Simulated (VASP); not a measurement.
ZnAu under changes of volume

One of the cells (15.895 Å³/atom); the others are scaled copies at fixed shape and fractional positions:

```
Au Zn
1.0
     3.16784    0.00000    0.00000
     0.00000    3.16784    0.00000
     0.00000    0.00000    3.16784
Au Zn
1 1
Direct
  0.00000 0.00000 0.00000
  0.50000 0.50000 0.50000
```

| Property | Result |
| --- | --- |
| Program | VASP 6.6.1 |
| Functional | PBE |
| Potentials or basis | VASP PAW PBE potentials, release 64 (Au, Zn) |
| Cutoff | 520 eV |
| k mesh | 8 × 8 × 8 |
| Occupations | fermi-dirac, width 0.05 eV |
| Spin | no spin polarisation |

| volume (Å³/atom) | energy over the lowest point (meV/atom) | pressure (GPa) |
| --- | --- | --- |
| 14.648 | 70.42 | 15.7 |
| 14.960 | 43.49 | 11.8 |
| 15.272 | ? | ? |
| 15.895 | 2.71 | 2.5 |
| 16.207 | 0.00 | 0.1 |
| 16.518 | 1.69 | -2.0 |

Problem. What does the run at 15.272 Å³/atom give?

Solution. Energy over the lowest point 23.77 meV/atom; pressure 8.3 GPa.

Worked out: A Birch-Murnaghan fit of order 3 (a polynomial in V^(-2/3)) to the other rows has its minimum at 16.24 Å³/atom with B0 = V·E''(V) = 117 GPa and B' = 5.3. It gives 23.76 meV/atom at 15.272 Å³/atom, against the run's 23.77, and -dE/dV = 8.4 GPa, against 8.3.

Energies are extrapolated to zero smearing.
